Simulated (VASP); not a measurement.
# BaZrO$_{3}$ (strained cubic perovskite), r²SCAN single-point calculation: VASP's output and Ansatz's

POSCAR

```
Ba Zr O
 1.0000000000000000
     4.2053549142000000    0.0000000000000000    0.0000000000000000
     0.0000000000000000    4.2053549142000000    0.0000000000000000
     0.0000000000000000    0.0000000000000000    4.0791942668000001
 Ba  Zr  O
   1   1   3
Cartesian
  0.0000000000000000  0.0000000000000000  0.0000000000000000
  2.1026774570999995  2.1026774570999995  2.0395971333999996
  2.1026774570999995  2.1026774570999995  0.0000000000000000
  2.1026774570999995  0.0000000000000000  2.0395971333999996
  0.0000000000000000  2.1026774570999995  2.0395971333999996
```

VASP ran with the recommended PBE PAW datasets (40 valence electrons in the cell).

From OUTCAR

```
k-points           NKPTS =     40   k-points in BZ     NKDIM =     40   number of bands    NBANDS=     28

   NELECT =      40.0000    total number of electrons

   dimension x,y,z NGX =    32 NGY =   32 NGZ =   30
   dimension x,y,z NGXF=    64 NGYF=   64 NGZF=   60

  energy-cutoff  :      520.00
  volume of cell :       72.14
      direct lattice vectors                 reciprocal lattice vectors
     4.205354914  0.000000000  0.000000000     0.237792058  0.000000000  0.000000000
     0.000000000  4.205354914  0.000000000     0.000000000  0.237792058  0.000000000
     0.000000000  0.000000000  4.079194267     0.000000000  0.000000000  0.245146452

 k-points in reciprocal lattice and weights: KPOINTS created by Atomic Simulation Env
   0.00000000  0.00000000  0.00000000       0.005
   0.16666667  0.00000000  0.00000000       0.019
   0.33333333  0.00000000  0.00000000       0.019
   0.50000000  0.00000000  0.00000000       0.009
   0.16666667  0.16666667  0.00000000       0.019
   0.33333333  0.16666667  0.00000000       0.037
   0.50000000  0.16666667  0.00000000       0.019
   0.33333333  0.33333333  0.00000000       0.019
   ...

 E-fermi :   3.8074

 k-point     1 :       0.0000    0.0000    0.0000
  band No.  band energies     occupation
      1     -44.7392      2.00000
      2     -22.3047      2.00000
      3     -22.2544      2.00000
      4     -22.1955      2.00000
      5     -22.1955      2.00000
      6     -13.8203      2.00000
      7     -13.5298      2.00000
      8     -13.4327      2.00000
      9      -7.0467      2.00000
     10      -7.0467      2.00000
     11      -6.9723      2.00000
     12       2.1148      2.00000
     13       2.1148      2.00000
     14       2.3077      2.00000
     15       2.5668      2.00000
     16       2.5668      2.00000
     17       2.6642      2.00000
     18       3.3906      2.00000
     19       3.3906      2.00000
     20       3.4629      2.00000
     21       7.2896      0.00000
     22       7.4357      0.00000
     23       7.4357      0.00000
     24       8.6983      0.00000
     25       8.9650      0.00000
     26      10.5361      0.00000
     27      11.6320      0.00000
     28      12.0874      0.00000

 k-point     2 :       0.1667    0.0000    0.0000
  band No.  band energies     occupation
      1     -44.7383      2.00000
      2     -22.4122      2.00000
      3     -22.2527      2.00000
      4     -22.1937      2.00000
      5     -22.1438      2.00000
      6     -13.8531      2.00000
      7     -13.5045      2.00000
      8     -13.2339      2.00000
      9      -7.0303      2.00000
     10      -6.9874      2.00000
     11      -6.9545      2.00000
     12       1.6965      2.00000
     13       1.9987      2.00000
     14       2.2107      2.00000
     15       2.3623      2.00000
     16       2.3772      2.00000
     17       2.4417      2.00000
     18       2.7443      2.00000
     19       3.3033      2.00000
     20       3.3823      2.00000
     21       7.5302      0.00000
     22       7.8911      0.00000
     23       8.0198      0.00000
     24       9.1311      0.00000
     25       9.4134      0.00000
     26      11.1121      0.00000
     27      11.9587      0.00000
     28      12.5875      0.00000

 k-point     3 :       0.3333    0.0000    0.0000
  band No.  band energies     occupation
      1     -44.7364      2.00000
      2     -22.5694      2.00000
      3     -22.2493      2.00000
      4     -22.1902      2.00000
      5     -22.0913      2.00000
      6     -13.9504      2.00000
      7     -13.5127      2.00000
      8     -12.7166      2.00000
      9      -6.9972      2.00000
     10      -6.9182      2.00000
     11      -6.8699      2.00000
     12       0.5657      2.00000
     13       1.7273      2.00000
     14       1.9579      2.00000
     15       1.9792      2.00000
     16       2.0902      2.00000
     17       2.0917      2.00000
     18       2.1180      2.00000
     19       3.1956      2.00000
     20       3.2767      2.00000
     21       7.7440      0.00000
     22       9.1328      0.00000
     23       9.2152      0.00000
     24      10.0403      0.00000
     25      10.4137      0.00000
     26      11.8238      0.00000
     27      12.0121      0.00000
     28      12.6568      0.00000

 ...

  Total        1.7259652      1.7259652      5.6263753      0.0000000      0.0000000      0.0000000
  in kB       38.3321271     38.3321271    124.9567094      0.0000000      0.0000000      0.0000000
  external PRESSURE =      67.2069879 kB  Pullay stress =       0.0000000 kB

 POSITION                                       TOTAL-FORCE (eV/Angst)
 -----------------------------------------------------------------------------------
      0.00000      0.00000      0.00000         0.000000      0.000000      0.000000
      2.10268      2.10268      2.03960         0.000000      0.000000      0.000000
      2.10268      2.10268      0.00000         0.000000      0.000000      0.000000
      2.10268      0.00000      2.03960         0.000000      0.000000      0.000000
      0.00000      2.10268      2.03960         0.000000      0.000000      0.000000
 -----------------------------------------------------------------------------------
    total drift:                                0.000000     -0.000000     -0.000000

  FREE ENERGIE OF THE ION-ELECTRON SYSTEM (eV)
  ---------------------------------------------------
  free  energy   TOTEN  =       -85.0135427551 eV

  energy  without entropy=      -85.0135427551  energy(sigma->0) =      -85.01354276
```

Datasets and cutoffs are each program's own. VASP's cell holds 40 valence electrons and Ansatz's 40. Ansatz's stress includes a Pulay correction; VASP's doesn't.

**Question.** What does Ansatz give for the same cell and level of theory?

**Answer.** gap between bands v and c 3.70 eV; least direct gap 3.86 eV; pressure 5.5 GPa.

Ansatz printed

```
SCF 1 converged in 8 iterations: F = -11875.350184 eV  dr2 = 2.83e-9
  greatest PAW one-centre occupation: 0.992 electrons in one spin orbital (limit 2), on the Zr atom at site 1 (counted from 0), in its partial waves of l = 1
NSCF: frozen V_eff on 4 k-points
SCF converged after 8 iterations
Free energy (F): -11875.350184 eV
Harris-Foulkes:  -11875.350184 eV  (|F-HF|=1.35e-9)
Internal energy: -11875.350184 eV  (E = F + TS)
E sigma→0 (E₀):  -11875.350184 eV
Fermi energy:    9.812458 eV
--- Per-component energies (eV) ---
  E_band       = -108.440880
  E_kinetic    = 1039.483465
  E_local      = -1918.708139  (includes V_loc(G=0)·N_el)
  E_nonlocal   = 272.435821
  E_hartree    = 683.584147
  E_xc         = -539.303506
  E_vxc        = -684.315949  (∫ρ·V_xc dr)
  E_paw        = -8701.015140  (= ΣΔE_a)
  E_vpaw       = -224.783293  (= ΣTr[D̂ρ^β])
  E_aug_tail   = 0.002932  (compensation charges beyond the density's cutoff)
  E_vtau       = 40.274166  (kinetic-family band-sum trace: ∫τ·v_τ [+ j·A + Jᵃ·Aᵃ] dr)
  E_ewald      = -2711.639615
  E_core_change = -0.190148  (= ΣΔE_core)
  E_smearing   = -0.000000  (= −TS)
  E_closure    = 0.000000  (closes the sum)
  Σ components = -11875.350184   (vs F -11875.350184, Δ=0.00e0)
--- Forces (eV/Å), atoms counted from 1 ---
  atom   1  Ba     0.00000000     0.00000000     0.00000000
  atom   2  Zr     0.00000000    -0.00000000     0.00000000
  atom   3  O      0.00000000     0.00000000     0.00000000
  atom   4  O     -0.00000000     0.00000000     0.00000000
  atom   5  O      0.00000000     0.00000000     0.00000000
  max |Σ_I F_I| component: 1.26e-28 eV/Å
--- Stress (GPa, compression-positive) ---
        2.720643       0.000000       0.000000
        0.000000       2.720643       0.000000
        0.000000       0.000000      11.172169
  P = ⅓ Tr σ = 5.5378 GPa (55.378 kbar)
--- Band table (eV; the first three rows and the last of 40) ---
  k-point 0: bands = ["-38.5368", "-16.0553", "-16.0000", "-15.9930", "-15.9930", "-7.6272", "-7.3410", "-7.2468", "-0.7690", "-0.7690", "-0.6945", "8.3001", "8.3001", "8.4913", "8.7158", "8.7158", "8.8090", "9.5814", "9.5814", "9.6527", "13.5095", "13.6536", "13.6536", "14.9503", "15.2147"]
  k-point 1: bands = ["-38.5355", "-16.2290", "-15.9904", "-15.9904", "-15.9082", "-7.4954", "-7.2402", "-7.2113", "-0.7450", "-0.7450", "-0.6603", "7.9559", "8.1965", "8.1965", "8.4466", "8.4466", "8.6087", "8.9730", "9.4944", "9.4944", "13.6052", "14.3145", "14.3145", "15.4523", "15.6739"]
  k-point 2: bands = ["-38.5328", "-16.4486", "-15.9851", "-15.9851", "-15.8395", "-7.6053", "-7.2269", "-6.5364", "-0.6962", "-0.6962", "-0.5919", "6.5384", "7.9586", "7.9586", "8.0203", "8.0203", "8.2567", "8.3102", "9.3846", "9.3846", "13.8218", "15.6603", "15.6603", "16.6255", "16.6370"]
  k-point 39: bands = ["-38.5246", "-16.4330", "-16.2555", "-16.2555", "-15.8448", "-6.2780", "-6.2780", "-6.1792", "-1.3282", "-1.2449", "-1.2449", "5.7273", "6.0697", "6.3363", "7.1618", "7.1618", "7.4595", "9.7565", "9.8125", "9.8125", "16.4656", "16.6281", "16.6281", "17.3582", "17.6355"]
```
